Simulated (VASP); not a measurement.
**MgS (strained zincblende): a PBE single-point calculation in VASP**

INCAR

```
PREC = Accurate
ENCUT = 520
IBRION = -1
EDIFF = 1E-7
NSW = 0
ISIF = 2
GGA = PE
NELM = 120
NBANDS = 11
ISMEAR = -1
LASPH = .TRUE.
LREAL = .FALSE.
LWAVE = .FALSE.
SIGMA = 0.02
LCHARG = .FALSE.
```

KPOINTS

```
KPOINTS created by Atomic Simulation Environment
0
Gamma
8 8 8
0 0 0
```

KPOINTS_OPT

```
special points
6
Reciprocal
0.0000000000 0.0000000000 0.0000000000 1
-0.5000000000 -0.5000000000 0.0000000000 1
-0.3750000000 -0.3750000000 0.2500000000 1
-0.3750000000 0.0000000000 0.3750000000 1
0.0000000000 0.0000000000 0.5000000000 1
-0.5000000000 -0.2500000000 0.2500000000 1
```

POSCAR

```
Mg S
 1.0000000000000000
    -0.0341592472000000    2.7967175917999998    2.7967175917999998
     2.7967175917999998   -0.0341592472000000    2.7967175917999998
     2.7967175917999998    2.7967175917999998   -0.0341592472000000
 Mg  S
   1   1
Cartesian
 -0.0066497604646519 -0.0066497604646519 -0.0066497604646519
  1.3964687445646522  1.3964687445646522  1.3964687445646520
```

VASP ran with the recommended PBE PAW datasets (8 valence electrons in the cell).

Command

```
mpirun -np 1 vasp_std
```

OSZICAR

```
N       E                     dE             d eps       ncg     rms          rms(c)
DAV:   1     0.239109125416E+02    0.23911E+02   -0.34473E+03  1470   0.576E+02
DAV:   2    -0.714484103307E+01   -0.31056E+02   -0.29614E+02  1758   0.100E+02
DAV:   3    -0.896094948792E+01   -0.18161E+01   -0.18132E+01  1788   0.259E+01
DAV:   4    -0.897604234949E+01   -0.15093E-01   -0.15091E-01  1689   0.283E+00
DAV:   5    -0.897622262741E+01   -0.18028E-03   -0.18028E-03  1805   0.306E-01    0.409E+00
DAV:   6    -0.848973132170E+01    0.48649E+00   -0.12027E+00  1562   0.410E+00    0.315E+00
DAV:   7    -0.845428357977E+01    0.35448E-01   -0.27163E-01  1709   0.213E+00    0.246E+00
DAV:   8    -0.846175890396E+01   -0.74753E-02   -0.22799E-02  1562   0.914E-01    0.138E+00
DAV:   9    -0.846091953552E+01    0.83937E-03   -0.23507E-03  1595   0.242E-01    0.430E-01
DAV:  10    -0.846112060194E+01   -0.20107E-03   -0.62054E-04  1583   0.118E-01    0.861E-02
DAV:  11    -0.846112648364E+01   -0.58817E-05   -0.52322E-05  1734   0.298E-02    0.507E-02
DAV:  12    -0.846112812519E+01   -0.16415E-05   -0.56849E-06  1628   0.121E-02    0.103E-02
DAV:  13    -0.846112806174E+01    0.63447E-07   -0.39574E-07  1761   0.294E-03
   1 F= -.84611281E+01 E0= -.84611281E+01  d E =-.886187E-11
       N       E                     dE             ncg
DAV:   1     0.102038385193E+04   -0.12812E+04      132
DAV:   2     0.839423392143E+03   -0.18096E+03      156
DAV:   3     0.827961137763E+03   -0.11462E+02      156
DAV:   4     0.827865224403E+03   -0.95913E-01      172
DAV:   5     0.827864250803E+03   -0.97360E-03      172
DAV:   6     0.827864239670E+03   -0.11133E-04      164
DAV:   7     0.827864239438E+03   -0.23223E-06      183
DAV:   8     0.827864239435E+03   -0.29129E-08      134
```

From OUTCAR

```
k-points           NKPTS =     65   k-points in BZ     NKDIM =     65   number of bands    NBANDS=     11

   NELECT =       8.0000    total number of electrons

   dimension x,y,z NGX =    30 NGY =   30 NGZ =   30
   dimension x,y,z NGXF=    60 NGYF=   60 NGZF=   60

  energy-cutoff  :      520.00
  volume of cell :       44.55
      direct lattice vectors                 reciprocal lattice vectors
    -0.034159247  2.796717592  2.796717592    -0.175538447  0.177708994  0.177708994
     2.796717592 -0.034159247  2.796717592     0.177708994 -0.175538447  0.177708994
     2.796717592  2.796717592 -0.034159247     0.177708994  0.177708994 -0.175538447

 k-points in reciprocal lattice and weights: KPOINTS created by Atomic Simulation Env
   0.00000000  0.00000000  0.00000000       0.002
   0.12500000  0.00000000 -0.00000000       0.012
   0.25000000  0.00000000 -0.00000000       0.012
   0.37500000  0.00000000  0.00000000       0.012
   0.50000000  0.00000000 -0.00000000       0.006
   0.12500000  0.12500000 -0.00000000       0.012
   0.25000000  0.12500000 -0.00000000       0.023
   0.37500000  0.12500000  0.00000000       0.023
   ...

 E-fermi :   1.6372

 k-point     1 :       0.0000    0.0000    0.0000
  band No.  band energies     occupation
      1     -10.1492      2.00000
      2       1.1442      2.00000
      3       1.1442      2.00000
      4       1.2509      2.00000
      5       4.7235      0.00000
      6       9.0957      0.00000
      7       9.0957      0.00000
      8       9.3444      0.00000
      9      12.0502      0.00000
     10      12.0502      0.00000
     11      15.0451      0.00000

 k-point     2 :       0.1250    0.0000   -0.0000
  band No.  band energies     occupation
      1     -10.0598      2.00000
      2       0.4682      2.00000
      3       1.0944      2.00000
      4       1.1843      2.00000
      5       5.3891      0.00000
      6       8.9449      0.00000
      7       9.2769      0.00000
      8       9.4932      0.00000
      9      11.5739      0.00000
     10      11.6265      0.00000
     11      14.4072      0.00000

 k-point     3 :       0.2500    0.0000   -0.0000
  band No.  band energies     occupation
      1      -9.8281      2.00000
      2      -0.7199      2.00000
      3       0.9818      2.00000
      4       1.0581      2.00000
      5       6.2492      0.00000
      6       9.0092      0.00000
      7       9.3344      0.00000
      8       9.4926      0.00000
      9      11.5785      0.00000
     10      11.7493      0.00000
     11      13.5497      0.00000

 k-point     4 :       0.3750    0.0000    0.0000
  band No.  band energies     occupation
      1      -9.5683      2.00000
      2      -1.6626      2.00000
      3       0.8787      2.00000
      4       0.9429      2.00000
      5       6.4189      0.00000
      6       8.9835      0.00000
      7       9.1138      0.00000
      8       9.6123      0.00000
      9      12.8449      0.00000
     10      13.0776      0.00000
     11      13.5661      0.00000

 k-point     5 :       0.5000    0.0000   -0.0000
  band No.  band energies     occupation
      1      -9.4502      2.00000
      2      -2.0210      2.00000
      3       0.8384      2.00000
      4       0.8979      2.00000
      5       6.3858      0.00000
      6       8.8118      0.00000
      7       8.9441      0.00000
      8       9.8645      0.00000
      9      14.2029      0.00000
     10      14.2687      0.00000
     11      14.4918      0.00000

 k-point     6 :       0.1250    0.1250   -0.0000
  band No.  band energies     occupation
      1     -10.0286      2.00000
      2       0.4911      2.00000
      3       0.9559      2.00000
      4       1.0373      2.00000
      5       5.6099      0.00000
      6       8.6260      0.00000
      7       9.5370      0.00000
      8       9.6916      0.00000
      9      10.6220      0.00000
     10      12.3164      0.00000
     11      15.6308      0.00000

 k-point     7 :       0.2500    0.1250   -0.0000
  band No.  band energies     occupation
      1      -9.8428      2.00000
      2      -0.4086      2.00000
      3       0.8308      2.00000
      4       0.8832      2.00000
      5       6.4128      0.00000
      6       8.3535      0.00000
      7       9.3160      0.00000
      8       9.9732      0.00000
      9      10.7202      0.00000
     10      12.5251      0.00000
     11      14.7396      0.00000

 k-point     8 :       0.3750    0.1250    0.0000
  band No.  band energies     occupation
      1      -9.5888      2.00000
      2      -1.3504      2.00000
      3       0.6498      2.00000
      4       0.7653      2.00000
      5       6.8104      0.00000
      6       8.3592      0.00000
      7       9.2126      0.00000
      8       9.7119      0.00000
      9      11.9917      0.00000
     10      13.5923      0.00000
     11      14.3345      0.00000

 k-point     9 :       0.5000    0.1250   -0.0000
  band No.  band energies     occupation
      1      -9.4185      2.00000
      2      -1.8634      2.00000
      3       0.4587      2.00000
      4       0.7643      2.00000
      5       6.8815      0.00000
      6       8.0819      0.00000
      7       9.3639      0.00000
      8      10.1002      0.00000
      9      13.0976      0.00000
     10      14.4551      0.00000
     11      15.0495      0.00000

 k-point    10 :      -0.3750    0.1250   -0.0000
  band No.  band energies     occupation
      1      -9.4600      2.00000
      2      -1.7428      2.00000
      3       0.3756      2.00000
      4       0.8734      2.00000
      5       6.9769      0.00000
      6       8.1931      0.00000
      7       9.2986      0.00000
      8      10.0026      0.00000
      9      12.6711      0.00000
     10      14.1234      0.00000
     11      14.8676      0.00000

 k-point    11 :      -0.2500    0.1250    0.0000
  band No.  band energies     occupation
      1      -9.6797      2.00000
      2      -1.0561      2.00000
      3       0.4683      2.00000
      4       1.0366      2.00000
      5       6.9124      0.00000
      6       8.6560      0.00000
      7       9.1637      0.00000
      8       9.5687      0.00000
      9      11.1165      0.00000
     10      13.2846      0.00000
     11      14.4582      0.00000

 k-point    12 :      -0.1250    0.1250    0.0000
  band No.  band energies     occupation
      1      -9.9238      2.00000
      2      -0.1500      2.00000
      3       0.7664      2.00000
      4       1.1635      2.00000
      5       6.1647      0.00000
      6       8.7005      0.00000
      7       9.4204      0.00000
      8       9.6633      0.00000
      9      10.7369      0.00000
     10      12.0658      0.00000
     11      14.9431      0.00000

 k-point    13 :       0.2500    0.2500   -0.0000
  band No.  band energies     occupation
      1      -9.7168      2.00000
      2      -0.5882      2.00000
      3       0.5538      2.00000
      4       0.6469      2.00000
      5       6.3884      0.00000
      6       7.7461      0.00000
      7       9.6583      0.00000
      8      10.6873      0.00000
      9      10.8000      0.00000
     10      13.1000      0.00000
     11      16.7697      0.00000

 k-point    14 :       0.3750    0.2500    0.0000
  band No.  band energies     occupation
      1      -9.5091      2.00000
      2      -1.1540      2.00000
      3       0.2687      2.00000
      4       0.5028      2.00000
      5       6.2975      0.00000
      6       7.6937      0.00000
      7       9.6422      0.00000
      8      10.9904      0.00000
      9      12.0239      0.00000
     10      14.0450      0.00000
     11      16.0165      0.00000

 k-point    15 :       0.5000    0.2500   -0.0000
  band No.  band energies     occupation
      1      -9.3377      2.00000
      2      -1.5287      2.00000
      3      -0.1732      2.00000
      4       0.5016      2.00000
      5       6.4414      0.00000
      6       8.1817      0.00000
      7       9.7564      0.00000
      8      10.5969      0.00000
      9      12.9346      0.00000
     10      14.6119      0.00000
     11      15.9045      0.00000

 k-point    16 :      -0.3750    0.2500   -0.0000
  band No.  band energies     occupation
      1      -9.3205      2.00000
      2      -1.5107      2.00000
      3      -0.4716      2.00000
      4       0.6433      2.00000
      5       6.8840      0.00000
      6       8.3920      0.00000
      7      10.0223      0.00000
      8      10.2604      0.00000
      9      12.6352      0.00000
     10      12.8731      0.00000
     11      16.2484      0.00000

 ...

  Total        0.5696066      0.5696066      0.5696066      0.1002465      0.1002465      0.1002465
  in kB       20.4845026     20.4845026     20.4845026      3.6051179      3.6051179      3.6051179
  external PRESSURE =      20.4845026 kB  Pullay stress =       0.0000000 kB

 POSITION                                       TOTAL-FORCE (eV/Angst)
 -----------------------------------------------------------------------------------
      5.55263      5.55263      5.55263        -0.003702     -0.003702     -0.003702
      1.39647      1.39647      1.39647         0.003702      0.003702      0.003702
 -----------------------------------------------------------------------------------
    total drift:                               -0.000133     -0.000133     -0.000133

  FREE ENERGIE OF THE ION-ELECTRON SYSTEM (eV)
  ---------------------------------------------------
  free  energy   TOTEN  =        -8.4611280617 eV

  energy  without entropy=       -8.4611280617  energy(sigma->0) =       -8.46112806
```

The gap between bands v and c is 3.47 eV and the least direct gap is 3.47 eV. The pressure is 2.0 GPa.

Band v is the last that the valence electrons fill when counted band by band, and c is the next.

The run took about 14 s on one core of a shared host (Intel Xeon 6975P-C) and held 0.2 GiB at most.
